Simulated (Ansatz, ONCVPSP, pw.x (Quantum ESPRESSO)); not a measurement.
## pw.x on sc Ta: one setting changed

Potential: optimised norm-conserving Vanderbilt (ONCV), ONCVPSP 4.0.1.1 (patched build), PBE; core [Kr] 4d10 4f14, reference 5s2 5p6 5d3 6s2; waves: 5s+6s: rc 1.70 bohr, ncon 4, nbas 8, qcut 7 1/bohr, 2 projectors; 5p: rc 1.75 bohr, ncon 3, nbas 8, qcut 8.7 1/bohr, 2 projectors, debl 0.6 Ha; 5d: rc 3.05 bohr, ncon 4, nbas 9, qcut 6.2 1/bohr, 2 projectors, debl 0.9 Ha; f scattering state at 0.45 Ha: rc 2.30 bohr, ncon 4, nbas 7, qcut 4.6 1/bohr, 1 projector; local part: polynomial inside 1.70 bohr (lpopt 5, dvloc0 0 Ha); core correction: polynomial model core, fcfact 0.45. In the p channel the program set the typed energies aside and used -1.448, 0.250 Ha.

The reference run (k-mesh 12³, cutoffs 65/260 Ry, Fermi–Dirac 0.01 Ry, mixing_beta 0.4, conv_thr 1e-9, no spin) gives 1.12 GPa at 20.376 Å³/atom, where all-electron LAPW gives 1.79 GPa. This run, with its own iteration cap, changes ecutwfc (ecutrho with it) to 3, a wrong or extreme entry chosen on purpose.

```
&control
  calculation='scf', prefix='x', pseudo_dir='./', outdir='./tmp', tstress=.true., disk_io='none'
/
&system
  ibrav=0, nat=1, ntyp=1, ecutwfc=3, ecutrho=12, nbnd=14,
  occupations='smearing', smearing='fd', degauss=0.01
/
&electrons
  conv_thr=1e-09, mixing_beta=0.4, electron_maxstep=70
/
ATOMIC_SPECIES
Ta 1.0 Ta.UPF
CELL_PARAMETERS angstrom
  2.73132247 0.00000000 0.00000000
  0.00000000 2.73132247 0.00000000
  0.00000000 0.00000000 2.73132247
ATOMIC_POSITIONS crystal
Ta 0.0000 0.0000 0.0000
K_POINTS automatic
12 12 12 0 0 0
```

```bash
pw.x < Ta.scf.in > Ta.scf.out
```

How does the run end?

It stops with "memory_report: more bands than PWs!".

```
Message from routine setup:
     using ibrav=0 with symmetry is DISCOURAGED, use correct ibrav instead
     lattice parameter (alat)  =       5.1615  a.u.
     unit-cell volume          =     137.5041 (a.u.)^3
     number of electrons       =        13.00
     number of Kohn-Sham states=           14
     kinetic-energy cutoff     =       3.0000  Ry
     charge density cutoff     =      12.0000  Ry
     scf convergence threshold =      1.0E-09
     Exchange-correlation= PBE
     number of k points=    84  Fermi-Dirac smearing, width (Ry)=  0.0100
     Error in routine memory_report (1):
     more bands than PWs!
```

The run took about 0.1 s on one core of a shared host (Neoverse-N1, 64 threads, 124 GiB, load 56).
